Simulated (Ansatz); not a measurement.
# P: pressure up to the limit of the methods

An exercise on one series of results from a longer session: the logs are not shown, and one member is left open.

Program: Ansatz 0.2.0. Level of theory: DFT, PBE, PAW with Ansatz's default frozen-core files, scalar-relativistic. These are calculated values, not measurements.

## The system as given

The structure is cubic, space group Fd-3m (No. 227). The conventional cell has a = 5.313 Å, b = 5.313 Å, c = 5.313 Å, α = 90.00°, β = 90.00°, γ = 90.00°. P (site symmetry -43m) is surrounded by 4 P at 2.30 Å.

Structure file:

```xyz
2
Lattice="0.0000 2.6566 2.6566 2.6566 0.0000 2.6566 2.6566 2.6566 0.0000" Properties=species:S:1:pos:R:3 pbc="T T T"
P    -0.6642   -0.6642   -0.6642
P     0.6642    0.6642    0.6642
```

Whether this phase is the stable one at these pressures isn't tested.

Atoms are numbered in the order of the input: P1, P2.

The first run:

input.yaml reads:

```yaml
crystal:
  lattice:
    - [0.0, 2.656646423, 2.656646423]
    - [2.656646423, 0.0, 2.656646423]
    - [2.656646423, 2.656646423, 0.0]
  atoms:
    - { symbol: P, position: [-0.125, -0.125, -0.125] }
    - { symbol: P, position: [0.125, 0.125, 0.125] }
kpoints:
  mp_grid: { grid: [12, 12, 12] }
scf:
  occupations: { method: fermi_dirac, width: 0.1 }
hamiltonian:
  xc: pbe
  pseudopotentials: { kind: paw }
output:
  forces: true
  stress: true
  write_density: true
  write_potential: true
  elf: true
  volumetric_format: npy
relax:
  f_tol: 0.005
  max_steps: 40
  cell: {}
```

Started as:

```
$ ansatz run input.yaml --threads 1 --pin off --max-ram 2048MiB --backend cpu --events-out ev --progress --plain --runs-dir out
```

Steps of the session up to this table: Cell relaxed at zero pressure, PAW; More of the same log: cell relaxed at zero pressure; Volume scaled by 1, PAW; Volume scaled by 0.9, PAW; Volume scaled by 0.8, PAW; Volume scaled by 0.8, PAW (cutoff 300 eV); Volume scaled by 0.7, PAW; Volume scaled by 0.6, PAW; Volume scaled by 0.5, PAW; Volume scaled by 0.4, PAW; Volume scaled by 0.4, PAW (partial_waves polarizable).

One table of the session follows, with a row left open; its other results are not shown here.

| method | volume over the first | volume (Å³/atom) | pressure (GPa) |
| --- | --- | --- | --- |
| PAW | 1 | 20.664 | 0.00 |
| PAW | 0.9 | ? | ? |
| PAW | 0.8 | 16.531 | 14.51 |
| PAW | 0.7 | 14.465 | 31.03 |
| PAW | 0.6 | 12.398 | 69.73 |
| PAW | 0.5 | 10.332 | 154.43 |
| PAW | 0.4 | 8.265 | 358.29 |
| PAW (cutoff 300 eV) | 0.8 | 16.531 | 14.47 |
| PAW (partial_waves polarizable) | 0.4 | 8.265 | 358.29 |

**Question.** Estimate the row for PAW, 0.9.

**Answer.** volume (Å³/atom): 18.597; pressure (GPa): 5.58. In the column «volume (Å³/atom)» it lies between PAW (cutoff 300 eV), 0.8 (16.531) and PAW, 1 (20.664).

Caveats from the session: Warnings in the runs' records: cutoff below recommended.
